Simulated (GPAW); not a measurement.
The system is BaTiO3.

```
Ba Ti O
1.0
     3.99980    0.00000    0.00000
     0.00000    3.99980    0.00000
     0.00000    0.00000    4.01800
Ba Ti O
1 1 3
Direct
  0.00000 0.00000 0.00000
  0.50000 0.50000 0.49000
  0.00000 0.50000 0.51700
  0.50000 0.00000 0.51700
  0.50000 0.50000 0.01900
```

```yaml
Program: GPAW 26.7.0
Task: relaxation of cell and atoms
Functional: SCAN
Dispersion: D3(BJ)
Potentials_or_basis: GPAW PAW data sets (gpaw-data 1.2.1)
Cutoff: 800 eV
Basis: pw
k_mesh: 4 × 4 × 4
Occupations: fermi-dirac, width 0.05 eV
Spin: no spin polarisation
```

At the start: pressure -0.9 GPa; volume 12.86 Å³/atom.

Problem. How do energy, volume and symmetry change on relaxing?

Solution. Over 13 steps the energy falls by 4.1 meV/atom and the volume is 12.93 Å³/atom (+0.6 %); space group P4mm (No. 99, to 0.05 Å).

Step by step:
| step | energy change (eV) | largest force (eV/Å) | pressure (GPa) | volume (Å³) |
| --- | --- | --- | --- | --- |
| 1 | 0.0000 | 0.3179 | -0.90 | 64.28 |
| 2 | -0.0021 | 0.2297 | -0.68 | 64.24 |
| 3 | -0.0067 | 0.0676 | 0.24 | 64.09 |
| 4 | -0.0075 | 0.0712 | 0.62 | 64.05 |
| 5 | -0.0086 | 0.1006 | 0.83 | 64.06 |
| 6 | -0.0111 | 0.3776 | 1.59 | 64.18 |
| 7 | -0.0144 | 0.1589 | 0.88 | 64.22 |
| 8 | -0.0173 | 0.0904 | 0.56 | 64.36 |
| 9 | -0.0193 | 0.0926 | 0.15 | 64.59 |
| 10 | -0.0196 | 0.0717 | 0.07 | 64.60 |
| 11 | -0.0201 | 0.0574 | -0.04 | 64.63 |
| 12 | -0.0203 | 0.0505 | -0.03 | 64.64 |
| 13 | -0.0204 | 0.0393 | -0.01 | 64.67 |

Final structure:
```
Ba Ti O
1.0
     3.97488    0.00000    0.00000
     0.00000    3.97488    0.00000
     0.00000    0.00000    4.09297
Ba Ti O
1 1 3
Cartesian
  0.0000 0.0000 0.0041
  1.9874 1.9874 1.9748
  0.0000 1.9874 2.1249
  1.9874 0.0000 2.1249
  1.9874 1.9874 0.1446
```

Caveat: the k mesh is coarse; the forces don't sum to zero, a sign of grid noise; later steps reuse the first step's grids; the PAW data sets were made with another functional, which shifts forces and pressure a little.
